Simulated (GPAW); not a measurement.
Write an ASE script for GPAW 26.7.0 that does the following.

| Quantity | Value |
| --- | --- |
| Task | single point |
| Functional | PBE |
| Potentials or basis | GPAW PAW data sets (gpaw-data 1.2.1) |
| Cutoff | 600 eV |
| Basis | pw |
| k mesh | 11 × 11 × 6 |
| Occupations | gaussian, width 0.024 eV |
| Spin | no spin polarisation |
| Maxiter | 150 |

Crystal: Ru.

```
Ru
1.0
     2.70580    0.00000    0.00000
    -1.35290    2.34329    0.00000
     0.00000    0.00000    4.28190
Ru
2
Direct
  0.66667 0.33333 0.75000
  0.33333 0.66667 0.25000
```

These files were run (other wordings do the same):

run.py

```python
from ase import Atoms
from ase.dft.bandgap import bandgap
from ase.io import write
from ase.units import Bohr, GPa
from gpaw import GPAW, PW
from gpaw.elf import elf_from_dft_calculation

atoms = Atoms(['Ru', 'Ru'],
              cell=[[2.7058, 0.0, 0.0],
                    [-1.3529, 2.3432915376, 0.0],
                    [0.0, 0.0, 4.2819]],
              scaled_positions=[[0.6666666667, 0.3333333333, 0.75],
                                [0.3333333333, 0.6666666667, 0.25]],
              pbc=True)

calc = GPAW(mode=PW(600),
            xc='PBE',
            kpts={'size': (11, 11, 6), 'gamma': True},
            occupations={'name': 'methfessel-paxton', 'order': 0, 'width': 0.024},
            nbands=29,
            convergence={'density': 1e-05, 'energy': 1e-05},
            maxiter=150,
            txt='gpaw.txt')
atoms.calc = calc
energy = atoms.get_potential_energy()
forces = atoms.get_forces()
stress = atoms.get_stress()
calc.write('gs.gpw')
write('result.traj', atoms)
print(f'Energy: {energy:.6f} eV')
print('Forces (eV/A):')
print(forces.round(4))
print('Stress (GPa):', (stress / GPa).round(3))
print('Fermi level:', round(calc.get_fermi_level(), 4), 'eV')
print(f'Gap: {bandgap(calc)[0]:.4f} eV, direct: {bandgap(calc, direct=True)[0]:.4f} eV')

# fields on the real-space grid
write('density.cube', atoms, data=calc.get_pseudo_density() * Bohr**3)
write('potential.cube', atoms, data=calc.get_electrostatic_potential())
write('elf.cube', atoms, data=elf_from_dft_calculation(calc).data)
```

Potentials or basis: GPAW PAW data sets (gpaw-data 1.2.1), pw.

Run with:

```sh
$ OMP_NUM_THREADS=1 python run.py
```

It gave:

```
Pressure               : 3.6 GPa
Band gap on the k mesh : none (metal or under the smearing width)
```

Run time: 36 s on 1 thread of Arm Neoverse V1 (shared host), peak memory 0.18 GiB.
